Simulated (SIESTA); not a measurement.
The system is SnO.

```xyz
4
Lattice="3.8137 0.0000 0.0000 0.0000 3.8137 0.0000 0.0000 0.0000 4.8869" Properties=species:S:1:pos:R:3 pbc="T T T"
Sn    1.9068    0.0000    3.7367
Sn    0.0000    1.9068    1.1503
O     0.0000    0.0000    0.0000
O     1.9068    1.9068    0.0000
```

The cell is a database's computed one.

Base run:

- Program: SIESTA 5.4.2
- Functional: vdW-DF-cx
- Potentials or basis: PseudoDojo 0.4 standard (PBE files)
- Basis: DZP (energy shift 0.003 Ry; two zetas on semicore shells)
- Grid cutoff: 800 Ry
- Energy shift: 0.003 Ry
- k mesh: 7 × 7 × 6
- Occupations: fermi-dirac, width 0.05 eV
- Spin: no spin polarisation

Its results: band gap on the k mesh 0.41 eV, indirect (least direct gap 1.95 eV); pressure 3.9 GPa; largest force 0.851 eV/Å.

**Question.** After a change of settings the same cell gave: band gap on the k mesh 0.37 eV, indirect (least direct gap 1.96 eV); pressure 6.7 GPa; largest force 0.946 eV/Å. Which change was it?
A. functional from vdW-DF-cx to PBE
B. functional from vdW-DF-cx to PBE; k mesh from 7 × 7 × 6 to 5 × 5 × 4
C. functional from vdW-DF-cx to PBEsol; potentials or basis from PseudoDojo 0.4 standard (PBE files) to PseudoDojo 0.4 standard (PBEsol files)
D. functional from vdW-DF-cx to BLYP

**Answer.** A.

Caveats: spin-orbit coupling is left out, which moves the levels of the heavy elements; the mesh misses the band edges, which the band path finds closer together; the basis of atomic orbitals isn't converged, which shifts pressures, moduli and gaps; the potentials were made for another functional, which shifts forces and pressure (some runs).

Not every run made on this cell is shown here.
